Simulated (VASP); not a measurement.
Runs of VASP 6.6.1 on SiO2. It takes space group P4_2/mnm (No. 136, tetragonal). The conventional cell has a = 4.177 Å, b = 4.177 Å, c = 2.666 Å, α = 90.00°, β = 90.00°, γ = 90.00°. O (site symmetry m2m) is surrounded by 3 Si at 1.76 to 1.81 Å. Around Si (site symmetry mmm) lie 6 O at 1.76 to 1.81 Å. The cell comes from a database or a generator and needn't be the stable form of this composition.

```csv
cell,P gpa,target pressure,gap on the mesh (eV),pressure (GPa)
relaxed to 14 GPa,14,14 GPa,(a),14.0
relaxed to 40 GPa,40,40 GPa,(b),40.0
relaxed to 130 GPa,130,130 GPa,6.74,130.0
relaxed,0,-,5.78,0.0
relaxed to 90 GPa,90,90 GPa,6.69,90.0
```

Alike in all rows: task relaxation of cell and atoms; level LDA; potentials or basis VASP PAW LDA potentials, release 64 (O, Si); no spin polarisation; k mesh 7 × 7 × 10; cutoff (eV) 600; smearing fermi-dirac 0.05 eV.

Q: Fill in the values left out.

A: (a) 6.47; (b) 6.57.

Caveats: an odd mesh through Γ misses points on the zone boundary, where band edges often lie; the cell is relaxed towards a set pressure, so the enthalpy falls and the energy may rise (some runs).

Runs at the PBE level aren't shown here.
